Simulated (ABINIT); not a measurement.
Ge:

```
Ge
1.0
    -1.60842    1.60842    1.87318
     1.60842   -1.60842    1.87318
     1.60842    1.60842   -1.87318
Ge
1
Direct
  0.50000 0.50000 0.00000
```

The cell was built by a generator and needn't be a form met in nature.

| Property | Result |
| --- | --- |
| Program | ABINIT 10.8.3 (patched build) |
| Task | relaxation of cell and atoms |
| Functional | PBE |
| Dispersion | D4 |
| Potentials or basis | JTH PAW PBE v2.0 |
| Cutoff | 599 eV |
| k mesh | 12 × 12 × 12 |
| Occupations | fermi-dirac, width 0.05 eV |
| Spin | no spin polarisation |

At the start: pressure -1.9 GPa; volume 19.38 Å³/atom.

Question: Where does the relaxation end?

Answer: Over 4 steps the energy falls by 4.7 meV/atom and the volume is 18.78 Å³/atom (-3.1 %); space group I4/mmm (No. 139, to 0.05 Å).

Step by step:
```tsv
step	energy change (eV)	largest force (eV/Å)	pressure (GPa)	volume (Å³)
1	0.0000	0.0000	-1.91	19.38
2	-0.0022	0.0000	-1.34	19.19
3	-0.0044	0.0000	0.10	18.76
4	-0.0047	0.0000	0.03	18.78
```

Final structure:
```
Ge
1.0
    -1.58905    1.58905    1.85945
     1.58905   -1.58905    1.85945
     1.58905    1.58905   -1.85945
Ge
1
Cartesian
  0.0000 0.0000 1.8595
```

Caveat: the log and the count of SCF iterations are those of the last ABINIT call alone; pairwise dispersion overbinds metals, which lowers pressure and volume.
